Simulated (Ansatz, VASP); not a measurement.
## Be: VASP beside Ansatz

File INCAR:

```
  PREC = Accurate
  ENCUT = 600
  EDIFF = 1E-7
  ISMEAR = 0
  SIGMA = 0.1
  LREAL = F
  LASPH = T
  NELM = 60
  ALGO = Normal
  ISIF = 3
  LWAVE = F
  LCHARG = F
  IBRION = 2
  NSW = 100
  EDIFFG = -0.005
```

KPOINTS

```
Automatic mesh
0
Gamma
  21 21 12
```

The input POSCAR:

```
Be
1.0
    2.2356954622      0.0000000000      0.0000000000
   -1.1178477311      1.9361690654      0.0000000000
    0.0000000000      0.0000000000      3.4902611180
Be
2
Direct
    0.3333333333      0.6666666667      0.2500000000
    0.6666666667      0.3333333333      0.7500000000
```

Input for Ansatz:

```yaml
crystal:
  lattice:
    - [2.2356954622, 0.0, 0.0]
    - [-1.1178477311, 1.9361690654, 0.0]
    - [0.0, 0.0, 3.490261118]
  atoms:
    - { symbol: Be, position: [0.3333333333, 0.6666666667, 0.25] }
    - { symbol: Be, position: [0.6666666667, 0.3333333333, 0.75] }
basis:
  ecutwfc: 420
kpoints:
  mp_grid: { grid: [21, 21, 12] }
hamiltonian:
  xc: lda
scf:
  occupations: { method: gaussian, width: 0.1 }
output:
  forces: true
  stress: true
  eigenvalues: true
relax:
  adjacent_minimum: "off"
  f_tol: 0.005
  max_steps: 80
  cell: { stress_tol: 0.05 }
```

Alike in both runs: task relaxation of cell and atoms; functional LDA; k mesh 21 × 21 × 12; occupations gaussian, width 0.1 eV; no spin polarisation.

|  | VASP | Ansatz |
| --- | --- | --- |
| version | VASP 6.6.1 | Ansatz 0.2.0 |
| potentials or method | VASP PAW LDA potentials, release 64 (Be) | scalar-relativistic, plane waves, PAW |
| plane-wave cutoff (eV) | 600 | 420 |
| valence electrons in the cell | 4 | 4 |

VASP gave:

| Quantity | Value |
| --- | --- |
| gap on the k mesh at the Fermi level, each at its own relaxed structure (eV) | none |
| relaxed volume (Å³/atom) | 7.57 |
| relaxed cell length with the largest relative difference (Å) | 2.229 |

What did Ansatz give for the same quantities?

gap on the k mesh at the Fermi level, each at its own relaxed structure (eV): none; relaxed volume (Å³/atom): 7.55; relaxed cell length with the largest relative difference (Å): 2.226.

A gap of «none» marks a metal or a gap that the smearing closes.
